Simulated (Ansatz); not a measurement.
A single-point run of Ansatz (plane waves, PAW) on SiO2 built on the rutile prototype, with the lines that name the functional removed. Cell and atoms come from a relaxation with r2SCAN.

```xyz
6
Lattice="4.1852 0.0000 0.0000 0.0000 4.1852 0.0000 0.0000 0.0000 2.6688" Properties=species:S:1:pos:R:3 pbc="T T T"
Si    0.0000    0.0000    0.0000
Si    2.0926    2.0926    1.3344
O     1.2811    1.2811    0.0000
O     0.8115    3.3737    1.3344
O     3.3737    0.8115    1.3344
O     2.9041    2.9041    0.0000
```

```
scf.n_extra_bands = 5 over 16 filled bands (N_el = 32.0): the run solves 21 bands
Pseudopotential: Si, paw, valence charge 4, recommended cutoff 420 eV
Pseudopotential: O, paw, valence charge 6, recommended cutoff 420 eV
Crystal: 6 atoms, lattice volume = 46.747 Å³
Basis set: ecut = 420 eV, 913 PW (Γ)
Symmetry: 16 space group operations
Space group: P42/mnm (ITA 136)
k-points: 24 of 96
hybrid outer 1: dexx = +2.150e-2 eV, tail = 3.80e-5 eV
hybrid outer 2: dexx = +7.835e-7 eV, tail = 1.31e-8 eV, Δε = 3.25e-3 eV, ΔF = 2.35e-3 eV/Å
hybrid SCF converged: 2 outer / 11 inner (+2 warm-up)
Free energy (F): -3548.826576 eV
Fermi energy:    8.445773 eV
--- Per-component energies (eV) ---
  E_band       = -19.683048
  E_kinetic    = 819.289138
  E_local      = -1220.316398
  E_nonlocal   = 229.826593
  E_hartree    = 435.569024
  E_xc         = -303.378152
  E_vxc        = -353.434716
  E_exx        = -123.510831
  E_paw        = -1649.082438
  E_vpaw       = -119.173959
  E_ewald      = -1736.984304
  E_core_change = -0.249286
--- Forces (eV/Å), atoms counted from 1 ---
  atom   1  Si      0.00000      0.00000      0.00000
  atom   2  Si      0.00000      0.00000      0.00000
  atom   3  O       0.05948      0.05948      0.00000
  atom   4  O     -0.05948      0.05948      0.00000
  atom   5  O       0.05948    -0.05948      0.00000
  atom   6  O     -0.05948    -0.05948      0.00000
--- Stress (GPa, compression-positive) ---
       -3.349782       0.000000       0.000000
        0.000000      -3.349782       0.000000
        0.000000       0.000000      -4.557149
  P = ⅓ Tr σ = -3.7522 GPa (-37.522 kbar)
--- Band table (eV; the first three rows and the last of 24) ---
  k-point 0: bands = […, 5.3911, 5.3911, 6.0554, 7.6342, 7.6342, 8.4458, 17.3577, 18.4206, 20.3161, 20.3161, …]
  k-point 1: bands = […, 4.1733, 4.1733, 4.8563, 7.3289, 7.3289, 8.0779, 18.5989, 20.3775, 21.9172, 21.9172, …]
  k-point 2: bands = […, 3.0174, 3.2949, 3.4203, 6.4126, 6.4126, 6.9204, 19.9075, 22.5499, 22.6692, 24.4725, …]
  k-point 23: bands = […, 3.9672, 3.9672, 6.6333, 6.6333, 6.7680, 6.7680, 19.0244, 19.0244, 22.8754, 22.8754, …]
```

Levels at the listed points, from bands.tsv (eV from the Fermi energy, bands near the gap, counted from 0):
```tsv
# k_distance	band_11	band_12	band_13	band_14	band_15	band_16	band_17	band_18	band_19
# fermi_ev = 8.445773
# [0, 0, 0] at k_distance = 0.000000
# [0, 0.5, 0] at k_distance = 0.750645
# [0.5, 0.5, 0] at k_distance = 1.501291
# [0, 0, 0.5] at k_distance = 3.086406
# [0, 0.5, 0.5] at k_distance = 3.837052
# [0.5, 0.5, 0.5] at k_distance = 4.587697
# levels_relative_to = fermi_ev
0.000	-3.055	-2.390	-0.812	-0.812	0.000	8.912	9.975	11.870	11.870
0.751	-4.040	-2.574	-2.574	-1.087	-1.087	11.169	11.169	12.475	12.475
1.501	-3.196	-2.714	-2.714	-2.450	-2.450	10.850	10.850	13.557	13.557
3.086	-4.627	-3.275	-3.275	-2.862	-2.862	12.670	12.670	16.247	16.247
3.837	-4.073	-2.269	-2.269	-1.869	-1.869	12.269	12.269	13.333	13.333
4.588	-4.479	-1.812	-1.812	-1.678	-1.678	10.579	10.579	14.430	14.430
```
In order the rows are Γ, X, M, Z, R, A.

Problem. Which level of theory was used?
A. r2SCAN0
B. DDH-PBE0
C. r2SCANh
D. HSE06

Solution. B. DDH-PBE0. The exchange loop and the term E_exx show exact exchange. DDH-PBE0 gives a direct gap of 8.91 eV at Γ. Among hybrids the size of the gap and of E_exx follows the share and range of exact exchange. The stress of a hybrid is loosely converged here. The log narrows the family; the member has to be judged from the numbers.

Run as `ansatz run input.yaml --threads 4 --pin off --max-ram 7372MiB --backend cpu --events-out ev --progress --plain --runs-dir out`. It took 38 s on 4 threads of Intel(R) Xeon(R) Platinum 8259CL CPU @ 2.50GHz (Skylake/Cascade Lake), on a shared host; peak host memory 1.1 GiB.

No spin polarisation and no zero-point or thermal motion.

The meshes of the hybrids are coarse, so their gaps aren't converged to the digits shown.
